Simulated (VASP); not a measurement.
# Ir (Fm-3m) in VASP: a series of runs, part 4 of 4

VASP 6.6.1. Earlier steps stand in the parts before.

## Step 6: Relaxation of the atoms, PBE (a relaxed cell with its volume scaled by 0.96)

INCAR

```
PREC     = Accurate       # precision mode
ENCUT    = 300            # plane-wave cutoff, eV
EDIFF    = 1E-7           # SCF threshold, eV
ISMEAR   = 1              # smearing method
SIGMA    = 0.1            # smearing width, eV
LREAL    = F              # projectors in reciprocal space
LASPH    = T              # aspherical terms in the spheres
NELM     = 80             # most SCF steps
ALGO     = Normal         # electronic algorithm
ISIF     = 2              # what is computed and relaxed
LWAVE    = F              # write WAVECAR
LCHARG   = F              # write CHGCAR
GGA      = PE             # functional
IBRION   = 2              # ionic algorithm
NSW      = 40             # ionic steps
EDIFFG   = -0.01          # ionic threshold
```

KPOINTS

```
regular mesh
0
Gamma
  8 8 8
```

POSCAR

```
Ir                                      
1.0
    0.0000000000      1.9108088804      1.9108088804
    1.9108088804      0.0000000000      1.9108088804
    1.9108088804      1.9108088804      0.0000000000
  Ir            
     1
Direct
     0.0000000000000000    0.0000000000000000    0.0000000000000000
```

Potentials or basis: VASP PAW PBE potentials, release 64 (Ir).

Started as:

```
> cat potpaw_PBE.64/Ir/POTCAR > POTCAR
> mpirun -np 1 vasp_std > vasp.out
```

OUTCAR:

```text
PREC = Accurate
   ENCUT = 300
   EDIFF = 1E-7
   ISMEAR = 1
   LREAL = F
   LASPH = T
   NELM = 80
   ISIF = 2
   GGA = PE
   IBRION = 2
   NSW = 40
   EDIFFG = -0.01

 ion  position               nearest neighbor table
   1  0.000  0.000  0.000-

  LATTYP: Found a face centered cubic cell.
 ALAT       =     3.8216177608

  Lattice vectors:

 A1 = (   0.0000000000,   1.9108088804,   1.9108088804)
 A2 = (   1.9108088804,   0.0000000000,   1.9108088804)
 A3 = (   1.9108088804,   1.9108088804,   0.0000000000)

Analysis of symmetry for initial positions (statically):
=====================================================================
 Subroutine PRICEL returns:
 Original cell was already a primitive cell.

 Routine SETGRP: Setting up the symmetry group for a
 face centered cubic supercell.

 Subroutine GETGRP returns: Found 48 space group operations
 (whereof 48 operations were pure point group operations)
 out of a pool of 48 trial point group operations.

The static configuration has the point symmetry O_h .

Analysis of symmetry for dynamics (positions and initial velocities):
=====================================================================
 Subroutine PRICEL returns:
 Original cell was already a primitive cell.

 Routine SETGRP: Setting up the symmetry group for a
 face centered cubic supercell.

 Subroutine GETGRP returns: Found 48 space group operations
 (whereof 48 operations were pure point group operations)
 out of a pool of 48 trial point group operations.

The dynamic configuration has the point symmetry O_h .

 Subroutine INISYM returns: Found 48 space group operations
 (whereof 48 operations are pure point group operations),
 and found     1 'primitive' translations

----------------------------------------------------------------------------------------

                                     Primitive cell

  volume of cell :      13.9535

  direct lattice vectors                    reciprocal lattice vectors
     0.000000000  1.910808880  1.910808880    -0.261669288  0.261669288  0.261669288
     1.910808880  0.000000000  1.910808880     0.261669288 -0.261669288  0.261669288
     1.910808880  1.910808880  0.000000000     0.261669288  0.261669288 -0.261669288

  length of vectors
     2.702291834  2.702291834  2.702291834     0.453224502  0.453224502  0.453224502

  position of ions in fractional coordinates (direct lattice)
     0.000000000  0.000000000  0.000000000

  ion indices of the primitive-cell ions
   primitive index   ion index
                 1           1

----------------------------------------------------------------------------------------

 KPOINTS: regular mesh

Automatic generation of k-mesh.
 Grid dimensions read from file:
 generate k-points for:    8    8    8

 Generating k-lattice:

  Cartesian coordinates                     Fractional coordinates (reciprocal lattice)
    -0.032708661  0.032708661  0.032708661     0.125000000  0.000000000  0.000000000
     0.032708661 -0.032708661  0.032708661     0.000000000  0.125000000  0.000000000
     0.032708661  0.032708661 -0.032708661     0.000000000  0.000000000  0.125000000

  Length of vectors
     0.056653063  0.056653063  0.056653063

  Shift w.r.t. Gamma in fractional coordinates (k-lattice)
     0.000000000  0.000000000  0.000000000

 Subroutine IBZKPT returns following result:
 ===========================================

 Found     29 irreducible k-points:

 Following reciprocal coordinates:
            Coordinates               Weight
  0.000000  0.000000  0.000000      1.000000
  0.125000  0.000000  0.000000      8.000000
  0.250000  0.000000  0.000000      8.000000
  0.375000  0.000000  0.000000      8.000000
  0.500000  0.000000  0.000000      4.000000
  0.125000  0.125000  0.000000      6.000000
[... 16 lines left out ...]
  0.500000  0.250000  0.125000     48.000000
 -0.375000  0.250000  0.125000     24.000000
 [... further k-points ...]
   k-points           NKPTS =     29   k-points in BZ     NKDIM =     29   number of bands    NBANDS=      8
   number of dos      NEDOS =    301   number of ions     NIONS =      1
   total plane-waves  NPLWV =   4096
   dimension x,y,z NGX =    16 NGY =   16 NGZ =   16
   dimension x,y,z NGXF=    32 NGYF=   32 NGZF=   32
   ions per type =               1
   NGX,Y,Z   is equivalent  to a cutoff of   9.84,  9.84,  9.84 a.u.
   NGXF,Y,Z  is equivalent  to a cutoff of  19.69, 19.69, 19.69 a.u.
 SYSTEM =  unknown system
   PREC   = accura    normal or accurate (medium, high low for compatibility)
   ISTART =      0    job   : 0-new  1-cont  2-samecut
   ICHARG =      2    charge: 1-file 2-atom 10-const
   ISPIN  =      1    spin polarized calculation?
   LNONCOLLINEAR =      F non collinear calculations
   LSORBIT =      F    spin-orbit coupling
   LASPH  =      T    aspherical Exc in radial PAW
   ENCUT  =  300.0 eV  22.05 Ry    4.70 a.u.   3.82  3.82  3.82*2*pi/ulx,y,z
   NELM   =     80;   NELMIN=  2; NELMDL= -5     # of ELM steps
   EDIFF  = 0.1E-06   stopping-criterion for ELM
   LREAL  =      F    real-space projection
   EDIFFG = -.1E-01   stopping-criterion for IOM
   NSW    =     40    number of steps for IOM
   IBRION =      2    ionic relax: 0-MD 1-quasi-New 2-CG
   NFREE  =      1    steps in history (QN), initial steepest desc. (CG)
   ISIF   =      2    stress and relaxation
   ISYM   =      2    0-nonsym 1-usesym 2-fastsym
   POTIM  = 0.5000    time-step for ionic-motion
   TEBEG  =    0.0;   TEEND  =   0.0 temperature during run
   PSTRESS=    0.0 pullay stress
   NELECT =       9.0000    total number of electrons
   NUPDOWN=      -1.0000    fix difference up-down
   EMIN   =  10.00;   EMAX   =-10.00  energy-range for DOS
   EFERMI =   0.00;   METHOD = LEGACY
   ISMEAR =     1;   SIGMA  =   0.10  broadening in eV -4-tet -1-fermi 0-gaus
   EFERMI_NEDOS =   21; number of points for ismear=-14 and -15
   IALGO  =     38    algorithm
   IMIX   =      4    mixing-type and parameters
     AMIX     =   0.40;   BMIX     =  1.00
     AMIX_MAG =   1.60;   BMIX_MAG =  1.00
  volume/ion in A,a.u.               =      13.95        94.16
  Fermi-wavevector in a.u.,A,eV,Ry     =   1.414474  2.672969 27.221690  2.000738
  Thomas-Fermi vector in A             =   2.536013
   LORBIT       =      0    0 simple, 1 ext, 2 COOP (PROOUT), +10 PAW based schemes
   GGA     = PE    functional components
   LHFCALC =     F    Hartree Fock is set to
   AEXX    =    0.0000 exact exchange contribution
   IVDW    =     0    specifies the selected vdW correction
   LEPSILON=     F    determine dielectric tensor
   LRPA    =     F    only Hartree local field effects (RPA)
 conjugate gradient relaxation of ions
 non-spin polarized calculation
 Methfessel and Paxton  Order N= 1 SIGMA  =   0.10
  energy-cutoff  :      300.00
  volume of cell :       13.95
 maximum number of plane-waves:       174
   NGX =  7   NGY =  7   NGZ =  7

 number of electron       9.0000000 magnetization

 Free energy of the ion-electron system (eV)
  ---------------------------------------------------
  ext. energy  EPLUGINS =         0.00000000
  ---------------------------------------------------
  free energy    TOTEN  =        -8.74720037 eV

  energy without entropy =       -8.74749337  energy(sigma->0) =       -8.74729803

 E-fermi :  10.7157     XC(G=0): -14.0705

 val. band max:       10.6658236815   @ k =  -0.3750   0.1250   0.0000
 cond. band min:      10.7338269622   @ k =  -0.3750   0.2500   0.0000
 fundamental gap:      0.0680032807
 Fermi energy:        10.7156691935

 k-point     1 :       0.0000    0.0000    0.0000
  band No.  band energies     occupation
      1      -0.6232      2.00000
      2       6.6826      2.00000
      3       6.6826      2.00000
      4       6.6826      2.00000
      5       9.4452      2.00000
      6       9.4452      2.00000
      7      24.9247      0.00000
      8      30.6200      0.00000
[... 243 lines left out ...]
 k-point    24 :      -0.3750    0.2500    0.1250
  band No.  band energies     occupation
      1       3.8991      2.00000
      2       5.3078      2.00000
      3       6.9685      2.00000
      4       8.0192      2.00000
      5      11.2515     -0.00000
      6      15.8936      0.00000
      7      17.4403      0.00000
      8      26.4857      0.00000

 [... further k-points ...]

------------------------ aborting loop because EDIFF is reached ----------------------------------------

  FORCE on cell =-STRESS in cart. coord.  units (eV):
  Direction    XX          YY          ZZ          XY          YZ          ZX
  --------------------------------------------------------------------------------------
  -------------------------------------------------------------------------------------
  Total        1.3800226      1.3800226      1.3800226      0.0000000      0.0000000     -0.0000000
  in kB      158.4583153    158.4583153    158.4583153      0.0000000      0.0000000     -0.0000000
  external PRESSURE =     158.4583153 kB  Pullay stress =       0.0000000 kB

 VOLUME and BASIS-vectors are now :
 -----------------------------------------------------------------------------
  energy-cutoff  :      300.00
  volume of cell :       13.95
      direct lattice vectors                 reciprocal lattice vectors
     0.000000000  1.910808880  1.910808880    -0.261669288  0.261669288  0.261669288
     1.910808880  0.000000000  1.910808880     0.261669288 -0.261669288  0.261669288
     1.910808880  1.910808880  0.000000000     0.261669288  0.261669288 -0.261669288

 POSITION                                       TOTAL-FORCE (eV/Angst)
 -----------------------------------------------------------------------------------
      0.00000      0.00000      0.00000         0.000000     -0.000000     -0.000000
 -----------------------------------------------------------------------------------
    total drift:                                0.000000      0.000000     -0.000000

  FREE ENERGIE OF THE ION-ELECTRON SYSTEM (eV)
  ---------------------------------------------------
  free  energy   TOTEN  =        -8.7472003680 eV

  energy  without entropy=       -8.7474933686  energy(sigma->0) =       -8.74729803

 reached required accuracy - stopping structural energy minimisation
```

Wall time 4.3 s (1 thread of Intel Xeon Platinum 8488C (Sapphire Rapids), shared host); peak memory 0.11 GiB.

What came out:

- Free energy: -8.7472 eV
- Pressure after relaxing: 15.8 GPa
- Band gap on the k mesh: none (metal or under the smearing width)

Final structure:
```yaml
crystal:
  lattice:
    - [0.00000, 1.91081, 1.91081]
    - [1.91081, 0.00000, 1.91081]
    - [1.91081, 1.91081, 0.00000]
  atoms:
    - { symbol: Ir, position: [0.00000, 0.00000, 0.00000] }
```

Levels at points of the mesh, in eV from the Fermi level:
| k point | band 1 | band 2 | band 3 | band 4 | band 5 | band 6 | band 7 | band 8 |
| --- | --- | --- | --- | --- | --- | --- | --- | --- |
| (0.00, 0.00, 0.00) | -11.34 | -4.03 | -4.03 | -4.03 | -1.27 | -1.27 | 14.21 | 19.90 |
| (0.50, 0.00, 0.00) | -8.32 | -4.13 | -4.13 | -0.86 | 0.87 | 0.87 | 7.35 | 13.77 |
| (0.50, 0.50, 0.00) | -8.13 | -7.56 | 0.84 | 1.46 | 1.46 | 1.62 | 10.65 | 11.71 |

Caveat: the relaxation stopped at its first step, so nothing moved. Spin-orbit coupling is left out, which matters for the levels of Ir.

## Step 7: The runs side by side

```tsv
task	level	cell	k mesh	cutoff (eV)	gap on the mesh (eV)	pressure (GPa)
relaxation of the atoms	PBEsol	atoms relaxed from: a relaxed cell with its volume scaled by 1.06	16 × 16 × 16	600	none	-19.5
relaxation of cell and atoms	PBE	relaxed	8 × 8 × 8	300	none	0.0
relaxation of the atoms	PBE	atoms relaxed from: a relaxed cell with its volume scaled by 0.94	8 × 8 × 8	300	none	25.4
relaxation of the atoms	PBE	atoms relaxed from: a relaxed cell with its volume scaled by 0.96	8 × 8 × 8	300	none	15.8
```

Alike in all rows: potentials or basis VASP PAW PBE potentials, release 64 (Ir); no spin polarisation; smearing methfessel-paxton 0.1 eV.

Caveats: the relaxation stopped at its first step, so nothing moved; the PAW data sets were made with another functional, which shifts forces and pressure a little (some runs).

Total energies depend on the potentials used, so only differences within one code and one set of settings carry meaning.
